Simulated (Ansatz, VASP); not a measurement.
N: VASP beside Ansatz

The input INCAR:

```
ALGO = Normal
EDIFF = 1E-6
EDIFFG = -0.01
ENCUT = 600
GGA = PS
IBRION = 2
ISIF = 3
ISMEAR = -1
LASPH = T
LCHARG = F
LREAL = F
LWAVE = F
NELM = 100
NSW = 80
PREC = Accurate
SIGMA = 0.05
```

File KPOINTS:

```
k-points
0
Gamma
  3 3 3
```

POSCAR

```
N
1.0
    5.6440000000      0.0000000000      0.0000000000
    0.0000000000      5.6440000000      0.0000000000
    0.0000000000      0.0000000000      5.6440000000
N
8
Direct
    0.0540000000      0.0540000000      0.0540000000
    0.4460000000      0.9460000000      0.5540000000
    0.5540000000      0.4460000000      0.9460000000
    0.9460000000      0.5540000000      0.4460000000
    0.9460000000      0.9460000000      0.9460000000
    0.5540000000      0.0540000000      0.4460000000
    0.4460000000      0.5540000000      0.0540000000
    0.0540000000      0.4460000000      0.5540000000
```

Input for Ansatz:

```yaml
crystal:
  lattice:
    - [5.644, 0.0, 0.0]
    - [0.0, 5.644, 0.0]
    - [0.0, 0.0, 5.644]
  atoms:
    - { symbol: "N", position: [0.054, 0.054, 0.054] }
    - { symbol: "N", position: [0.446, 0.946, 0.554] }
    - { symbol: "N", position: [0.554, 0.446, 0.946] }
    - { symbol: "N", position: [0.946, 0.554, 0.446] }
    - { symbol: "N", position: [0.946, 0.946, 0.946] }
    - { symbol: "N", position: [0.554, 0.054, 0.446] }
    - { symbol: "N", position: [0.446, 0.554, 0.054] }
    - { symbol: "N", position: [0.054, 0.446, 0.554] }
hamiltonian:
  xc: pbesol
  pseudopotentials:
    kind: paw
    azcp:
      "N": "pseudopotentials/N.paw.azcp"
basis:
  ecutwfc: 420
  fft_grid_basis: typed
kpoints:
  mp_grid: { grid: [3, 3, 3], shift: [0, 0, 0] }
magnetization:
  spin_polarized: false
scf:
  occupations: { method: fermi_dirac, width: 0.05 }
relax:
  max_steps: 60
  f_tol: 0.01
  cell: {}
output:
  write_density: true
  write_potential: true
  elf: true
  volumetric_format: npy
```

Alike in both runs: task relaxation of cell and atoms; functional PBEsol; k mesh 3 × 3 × 3; occupations fermi-dirac, width 0.05 eV; no spin polarisation.

```csv
,VASP,Ansatz
version,VASP 6.6.1,Ansatz 0.2.0
potentials or method,"VASP PAW PBE potentials, release 64 (N)","plane waves (420 eV) with PAW, scalar-relativistic"
plane-wave cutoff (eV),600,420
valence electrons in the cell,40,40
```

```tsv
	VASP	Ansatz	Ansatz less VASP
gap on the k mesh at the Fermi level, each at its own relaxed structure (eV)	7.35	7.64	+0.285
relaxed volume (Å³/atom)	24.88	27.44	+2.565
relaxed cell length with the largest relative difference (Å)	5.838	6.032	+0.1942
energy change over the relaxation (meV/atom)	-133	-81	+52.2
```

One of these differences is far larger than is usual between the two programs; its cause wasn't traced. Ansatz warned: «pseudo_functional_mismatch».

Caveats: the standard files for N, O and F lose accuracy on very short bonds; the PAW data sets were made with another functional, which shifts forces and pressure a little (VASP); an odd mesh through Γ misses points on the zone boundary, where band edges often lie; the volume moved by +11 % from the deposited cell, more than functionals usually miss. Zero-point motion and thermal expansion aren't in these numbers. A hybrid or GW would open this gap; PBEsol tends to underestimate it.
